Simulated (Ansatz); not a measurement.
# Squeezing and shearing wurtzite SiC, size series (72 atoms), part 3 of 3

Aim: relax wurtzite SiC, size series (72 atoms), then change its volume and shape to read moduli from the stress.

Ansatz 0.2.0; Kohn-Sham DFT, PBE, PAW (set soft_2), plane waves.

The cell: 36 Si and 36 C. Sampling is at Γ alone.

So far. Step 10 (Stretched by 1 % along x): The relaxation converged after 2 steps, 0.00411 eV below its start, with a largest force component of 0.046 eV/Å. Step 10 (Stretched by 1 % along x): Stretched by 1 % along x: the energy stands 0.119 eV above that of the reference, at a pressure of -2.09 GPa.

## Step 11: Compressed by 1 % along x

The relaxed cell is strained along x alone, which gives the stiffness along x and its coupling to y and z.

Contents of input.yaml:

```yaml
crystal:
  lattice:
    - [9.21797, 0.0, 0.0]
    - [-4.60898, 8.06363, 0.0]
    - [0.0, 0.0, 10.1051]
  atoms:
    [... the 72 atom lines of step 5 ...]
kpoints:
  mp_grid: { grid: [1, 1, 1] }
hamiltonian:
  xc: pbe
scf:
  occupations: { method: fermi_dirac, width: 0.025 }
output:
  forces: true
  eigenvalues: true
  stress: true
relax:
  f_tol: 0.05
  max_steps: 70
```

Command:

```sh
> ansatz run input.yaml --threads 4 --pin off --max-ram 8192MiB --backend cpu --events-out ev --progress --plain --runs-dir out
```

Numbers of over 12 decimals in the logs are rounded to 6 here.

Log:

```text
[...]
Crystal: 72 atoms, lattice volume = 751.115 Å³
Basis set: ecut = 420 eV, 14645 PW (Γ), exchange–correlation on 128×128×144 points (8 copies of the dense FFT grid, shifted against one another)
Bands: 216, of which v1, the nominal top of the filled ones, is band 144 counted from 1 (143 counted from 0)
Symmetry: 72 space group operations
[...]
k-points: 1
[...]
SCF iter   1: F=—  HF=-31928.522800 eV  |F-HF|=—  |Δ(HF+E_count)|=         —  Δρ=5.95e-3  dr2=1.79e-1  ethr=1.77e-3  ⟨swp⟩=6.0  Hψ=1001  notcnv=0  defer=27
[...]
SCF iter   5: F=-31928.491915 eV  HF=-31928.491914 eV  |F-HF|=1.24e-6  |Δ(HF+E_count)|=   6.30e-5  Δρ=1.22e-5  dr2=1.20e-6  ethr=2.55e-8  ⟨swp⟩=2.0  Hψ=277  notcnv=0  defer=64
SCF iter   6: F=-31928.491915 eV  HF=-31928.491915 eV  |F-HF|=4.49e-8  |Δ(HF+E_count)|=   1.50e-6  Δρ=2.60e-6  dr2=4.37e-8  ethr=4.18e-10  ⟨swp⟩=16.0  Hψ=1043  notcnv=0
SCF 1 converged in 6 iterations: F = -31928.491915 eV  dr2 = 4.37e-8
[...]
relax step   1: F+E_penalty+E_count = -31928.49191548 eV  Δ(F+E_penalty+E_count) = +0.000e0 eV  max|allowed force component| = 8.287e-2 eV/Å  Δτ_max = 0.0000 Å  (6 SCF iters, dr2 threshold 6.25e-5 eV, accepted)
[...]
relax step   2: F+E_penalty+E_count = -31928.49688833 eV  Δ(F+E_penalty+E_count) = -4.973e-3 eV  max|allowed force component| = 5.189e-2 eV/Å  Δτ_max = 0.0019 Å  (5 SCF iters, accepted)
[...]
relax step   3: F+E_penalty+E_count = -31928.50029417 eV  Δ(F+E_penalty+E_count) = -3.406e-3 eV  max|allowed force component| = 7.393e-4 eV/Å  Δτ_max = 0.0023 Å  (5 SCF iters, accepted)
SCF converged after 5 iterations
Free energy (F): -31928.500294 eV
[...]
Internal energy: -31928.500294 eV  (E = F + TS)
E sigma→0 (E₀):  -31928.500294 eV
Fermi energy:    10.746157 eV
[...]
Σ components = -31928.500294   (vs F -31928.500294, Δ=0.00e0)
--- Forces (eV/Å), atoms counted from 1 ---
  atom   1  Si    -0.00000000    -0.00073932    -0.00072146
  atom   2  C      0.00000000     0.00047528     0.00072895
  atom   3  Si     0.00000000     0.00073932    -0.00072146
  atom   4  C     -0.00000000    -0.00047528     0.00072895
[...]
atom  72  C     -0.00000000    -0.00047528     0.00072895
  max |Σ_I F_I| component: 2.70e-4 eV/Å
--- Stress (GPa, compression-positive) ---
        5.131870      -0.000001      -0.000000
       -0.000001       1.081264      -0.000000
       -0.000000      -0.000000       0.437942
  P = ⅓ Tr σ = 2.2170 GPa (22.170 kbar)
--- Band table (eV) ---
[...]
--- Relaxed structure (3 steps of the walk, 3 accepted, 0 SCFs on fresh bases) ---
  F+E_penalty+E_count = -31928.50029417 eV   max|allowed force component| = 7.393e-4 eV/Å
  atoms:
    - { symbol: Si, position: [2.9538028133953443e-5, 5.907605626786691e-5, 0.000734799] }
    - { symbol: C, position: [0.110859, 0.221718, 0.061765] }
    - { symbol: Si, position: [0.111082, 0.222163, 0.250735] }
    - { symbol: C, position: [0.000252129, 0.000504258, 0.311765] }
[...]
- { symbol: C, position: [0.666919, 0.667171, 0.811765] }
```

Elapsed: 12 s, on 4 threads of Arm Neoverse V1, shared host; peak memory 0.82 GiB; 44 s of CPU time.

The relaxation converged after 3 steps, 0.00838 eV below its start, with a largest force component of 7.4e-4 eV/Å.

Compressed by 1 % along x: the energy stands 0.123 eV above that of the reference, at a pressure of 2.22 GPa.

## Step 12: Sheared by 2 % in xy

A shear of the relaxed cell gives the modulus that volume changes can't reach.

input.yaml: that of step 11 with these lines changed.

```diff
@@ -2,4 +2,4 @@
   lattice:
-    - [9.21797, 0.0, 0.0]
-    - [-4.60898, 8.06363, 0.0]
+    - [9.31108, 0.09311, 0.0]
+    - [-4.5749, 8.01707, 0.0]
     - [0.0, 0.0, 10.1051]
```

Log:

```text
[...]
Crystal: 72 atoms, lattice volume = 758.626 Å³
Basis set: ecut = 420 eV, 14791 PW (Γ), exchange–correlation on 128×128×144 points (8 copies of the dense FFT grid, shifted against one another)
Bands: 216, of which v1, the nominal top of the filled ones, is band 144 counted from 1 (143 counted from 0)
Symmetry: 36 space group operations
[...]
k-points: 1
[...]
SCF iter   1: F=—  HF=-31928.438859 eV  |F-HF|=—  |Δ(HF+E_count)|=         —  Δρ=5.87e-3  dr2=1.74e-1  ethr=1.77e-3  ⟨swp⟩=6.0  Hψ=1001  notcnv=0  defer=26
[...]
SCF iter   5: F=-31928.410044 eV  HF=-31928.410043 eV  |F-HF|=1.33e-6  |Δ(HF+E_count)|=   6.31e-5  Δρ=1.22e-5  dr2=1.20e-6  ethr=2.52e-8  ⟨swp⟩=2.0  Hψ=277  notcnv=0  defer=60
SCF iter   6: F=-31928.410045 eV  HF=-31928.410044 eV  |F-HF|=4.50e-8  |Δ(HF+E_count)|=   1.59e-6  Δρ=2.52e-6  dr2=4.17e-8  ethr=4.17e-10  ⟨swp⟩=14.0  Hψ=1242  notcnv=0
SCF 1 converged in 6 iterations: F = -31928.410045 eV  dr2 = 4.17e-8
[...]
relax step   1: F+E_penalty+E_count = -31928.41004453 eV  Δ(F+E_penalty+E_count) = +0.000e0 eV  max|allowed force component| = 1.571e-1 eV/Å  Δτ_max = 0.0000 Å  (6 SCF iters, dr2 threshold 6.25e-5 eV, accepted)
[...]
relax step   2: F+E_penalty+E_count = -31928.42474307 eV  Δ(F+E_penalty+E_count) = -1.470e-2 eV  max|allowed force component| = 9.801e-2 eV/Å  Δτ_max = 0.0037 Å  (5 SCF iters, accepted)
[...]
relax step   3: F+E_penalty+E_count = -31928.43448025 eV  Δ(F+E_penalty+E_count) = -9.737e-3 eV  max|allowed force component| = 4.910e-3 eV/Å  Δτ_max = 0.0039 Å  (5 SCF iters, accepted)
SCF converged after 5 iterations
Free energy (F): -31928.434480 eV
[...]
Internal energy: -31928.434480 eV  (E = F + TS)
E sigma→0 (E₀):  -31928.434480 eV
Fermi energy:    10.656041 eV
[...]
Σ components = -31928.434480   (vs F -31928.434480, Δ=0.00e0)
--- Forces (eV/Å), atoms counted from 1 ---
  atom   1  Si     0.00491027     0.00045389    -0.00025513
  atom   2  C     -0.00058341    -0.00017733     0.00025571
  atom   3  Si    -0.00491027    -0.00045389    -0.00025513
  atom   4  C      0.00058341     0.00017733     0.00025571
[...]
atom  72  C      0.00058341     0.00017733     0.00025571
  max |Σ_I F_I| component: 2.10e-5 eV/Å
--- Stress (GPa, compression-positive) ---
       -0.019498      -3.934357       0.000000
       -3.934357       0.115226      -0.000000
        0.000000       0.000000      -0.018443
  P = ⅓ Tr σ = 0.0258 GPa (0.258 kbar)
--- Band table (eV) ---
[...]
--- Relaxed structure (3 steps of the walk, 3 accepted, 0 SCFs on fresh bases) ---
  F+E_penalty+E_count = -31928.43448025 eV   max|allowed force component| = 4.910e-3 eV/Å
  atoms:
    - { symbol: Si, position: [-0.000133026, -9.28728076654289e-7, 0.000845686] }
    - { symbol: C, position: [0.111914, 0.222186, 0.061654] }
    - { symbol: Si, position: [0.111244, 0.222223, 0.250846] }
    - { symbol: C, position: [-0.000803272, 3.6098495038605485e-5, 0.311654] }
[...]
- { symbol: C, position: [0.665863, 0.666703, 0.811654] }
```

Elapsed: 12 s, on 4 threads; peak memory 0.83 GiB.

The relaxation converged after 3 steps, 0.0244 eV below its start, with a largest force component of 0.0049 eV/Å.

Sheared by 2 % in xy: the energy stands 0.189 eV above that of the reference, at a pressure of 0.0258 GPa.

## Step 13: Pressure against volume

Atoms are relaxed at each volume, in the scaled cell.

| volume change (%) | volume (Å³/atom) | energy change (meV/atom) | pressure (GPa) | largest move on relaxing (Å) | bonds | gap (eV) |
| --- | --- | --- | --- | --- | --- | --- |
| -10 | 9.484 | 82.90 | 27.41 | 0.00 | 144 | 2.13 |
| -6 | 9.905 | 27.77 | 14.82 | 0.00 | 144 | 2.21 |
| -3 | 10.221 | 6.56 | 6.87 | 0.00 | 144 | 2.27 |
| +0 | 10.538 | 0.00 | 0.00 | - | 144 | 2.33 |
| +3 | 10.854 | 5.96 | -5.93 | 0.00 | 144 | 2.38 |
| +6 | 11.170 | 22.77 | -11.03 | 0.00 | 144 | 2.43 |

## Step 14: Uniaxial strain and shear

Stress (GPa, compression positive) less that of the relaxed cell, atoms relaxed:

| strain | xx | yy | zz | xy | energy change (meV/atom) |
| --- | --- | --- | --- | --- | --- |
| stretched by 1 % along x | -5.031 | -0.904 | -0.333 | 0.000 | 1.66 |
| compressed by 1 % along x | 5.131 | 1.081 | 0.437 | 0.000 | 1.71 |
| sheared by 2 % in xy | -0.020 | 0.115 | -0.019 | -3.934 | 2.62 |

## Step 15: What came out

The bulk modulus, from the slope of pressure against ln V over the three points nearest the relaxed volume, is 213 GPa; a quadratic over all points gives a pressure derivative of about 4.1. The gap goes from 2.13 eV at the smallest volume to 2.43 eV at the largest, +1.9 eV per unit of ln V by a straight line, on the run's k-points. In the Cartesian axes of the cell, finite differences give C11 = 508, C12 = 99.2, C13 = 38.5 and C66 = 197 GPa (the shear of 2 % is the engineering strain, εxy = 0.01).

Caveats: Strains are finite and relaxations stop at the force tolerance of the input, which can leave moduli too stiff; they are those of a static cell at zero temperature. Volumes are changed with the cell's shape held, so in an anisotropic solid the modulus lies over the one under free hydrostatic load. The program notes that the SCF threshold of the relaxations is loose for the stress.

The DFT runs together took 1.7 min of wall time.

[Logs are printed without paths, hosts, clocks, repeated set-up lines and the standing remarks that a program may print on its own settings, such as how far it seeks lower states.]

[Hosts, paths, dates, database ids (printed as entryN), source tags and the programs' standing remarks are cut or masked in the printed files.]
